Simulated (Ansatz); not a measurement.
Gas-phase electronic energies from Ansatz, PBE0-D4/def2-TZVP geometries. CCSD(T)/CBS is the MP2 limit (def2-TZVPP, def2-QZVPP) plus CCSD(T) − MP2 in def2-TZVPP, frozen cores. This one scheme is used for every species. DFT in def2-TZVPP. B3LYP here is the variant with VWN-RPA as its local correlation; programs differ in this. One conformer a species, not always the lowest.

Consider the substitution at a C–C bond: `CCCCO` + H₂S → `OCCCS` + CH₄.

| level | ΔE (kJ/mol) |
| --- | --- |
| r2SCAN-D4 | -0.2 |
| PBE0-D4 | 1.1 |
| B3LYP-D4 | -0.1 |
| PBE0 | 1.9 |

(1) What does CCSD(T)/CBS give? (An estimate is asked.)

Largest T1 diagnostic among the species: 0.010.

Answers

(1) The calculation gave: +2.7 kJ/mol. The listed levels differ from it by -2.9, -1.6, -2.8, -0.8 kJ/mol.

CCSD(T)/CBS has its own doubt, a few kJ/mol and more with outer-core shells, so smaller differences from it don't rank the levels.
